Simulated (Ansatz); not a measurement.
Crystal: PbSe2.

```xyz
6
Lattice="-3.2386 3.2386 3.9022 3.2386 -3.2386 3.9022 3.2386 3.2386 -3.9022" Properties=species:S:1:pos:R:3 pbc="T T T"
Pb    0.0000    0.0000    5.8533
Pb    0.0000    0.0000    1.9511
Se    2.3978    0.8409    0.0000
Se    0.8409    2.3978    3.9022
Se    2.3978   -0.8409    3.9022
Se    0.8409    4.0795    0.0000
```

The cell comes from a database or a generator and needn't be the stable form of this composition.

- Program: Ansatz 0.2.0
- Task: relaxation of cell and atoms
- Functional: PBEsol
- Potentials or basis: Ansatz PAW
- Cutoff: 420 eV (not typed: the program's choice for these potentials)
- k mesh: 6 × 6 × 6
- Occupations: fermi-dirac, width 0.05 eV
- Spin: no spin polarisation

At the start: volume 27.29 Å³/atom.

Where does the relaxation end?

It ends after 5 steps and the volume is 26.18 Å³/atom (-4.1 %); space group I4/mcm (No. 140, to 0.05 Å).

The path:
```
step  energy change (eV)  largest force (eV/Å)  volume (Å³)
   1              0.0000                0.1756       163.72
   2             -0.0255                0.0010       152.59
   3             -0.0494                0.0086       157.41
   4             -0.0496                0.0018       157.05
   5             -0.0489                0.0019       157.05
```

Final structure:
```
Pb Se
1.0
    -3.18992    3.18992    3.85853
     3.18992   -3.18992    3.85853
     3.18992    3.18992   -3.85853
Pb Se
2 4
Cartesian
  0.0000 0.0000 5.7878
  0.0000 0.0000 1.9293
  2.3453 0.8446 0.0000
  0.8446 2.3453 3.8585
  2.3453 -0.8446 3.8585
  0.8446 4.0345 0.0000
```

Caveat: the plane-wave basis is chosen anew once the cell has moved, so the energies of steps on either side of that aren't comparable; the PAW data sets come from PBE, with cores solved anew for the run's functional, which leaves a small shift of forces and pressure.
